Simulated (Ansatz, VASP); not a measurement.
**Ir in VASP and in Ansatz**

The input INCAR:

```
PREC = Accurate ; ENCUT = 520
EDIFF = 1E-6 ; ISMEAR = -1
SIGMA = 0.05 ; LREAL = False
LASPH = True ; NELM = 100
ALGO = Normal ; ISIF = 2
LWAVE = False ; LCHARG = True
GGA = PS ; LELF = True
LVHAR = True ; NBANDS = 10
```

File KPOINTS:

```
Automatic mesh
0
Gamma
  18 18 18
```

Contents of POSCAR:

```
Ir
1.0
    0.0000000000      1.8805114529      1.8805114529
    1.8805114529      0.0000000000      1.8805114529
    1.8805114529      1.8805114529      0.0000000000
Ir
1
Direct
    0.0000000000      0.0000000000      0.0000000000
```

Input for Ansatz:

```yaml
crystal:
  lattice:
    - [0.0, 1.8805114529, 1.8805114529]
    - [1.8805114529, 0.0, 1.8805114529]
    - [1.8805114529, 1.8805114529, 0.0]
  atoms:
    - { symbol: Ir, position: [0.0, 0.0, 0.0] }
kpoints:
  mp_grid: { grid: [18, 18, 18] }
  band_path:
    path:
      - [0.0, 0.0, 0.0]
      - [0.5, 0.0, 0.5]
      - [0.625, 0.25, 0.625]
      - [0.375, 0.375, 0.75]
      - [0.0, 0.0, 0.0]
      - [0.5, 0.5, 0.5]
      - [0.5, 0.25, 0.75]
      - [0.5, 0.0, 0.5]
    npoints: 5
scf:
  occupations: { method: fermi_dirac, width: 0.05 }
hamiltonian:
  xc: pbesol
  pseudopotentials: { kind: all_electron, lapw: { basis_error: 0.0005 } }
output:
  forces: true
  stress: true
  eigenvalues: true
```

Change from the starting cell: volume scaled by 0.94.

Alike in both runs: task single point; functional PBEsol; k mesh 18 × 18 × 18; occupations fermi-dirac, width 0.05 eV; no spin polarisation.

|  | VASP | Ansatz |
| --- | --- | --- |
| version | VASP 6.6.1 | Ansatz 0.2.0 |
| potentials or method | VASP PAW PBE potentials, release 64 (Ir) | all-electron LAPW, scalar-relativistic |
| plane-wave cutoff (eV) | 520 | see its input |

```tsv
	VASP	Ansatz	Ansatz less VASP
pressure (GPa)	25.8	24.2	-1.60
```

Ansatz ran all-electron here, so the differences hold the error of VASP's frozen core and of both bases.

Caveats: so large a pressure means that the cell lies far from this level's equilibrium, or that cutoff or potentials fall short (VASP); the potentials were made for another functional, which shifts forces and pressure (VASP). Spin-orbit coupling is left out, which matters for the levels of Ir.
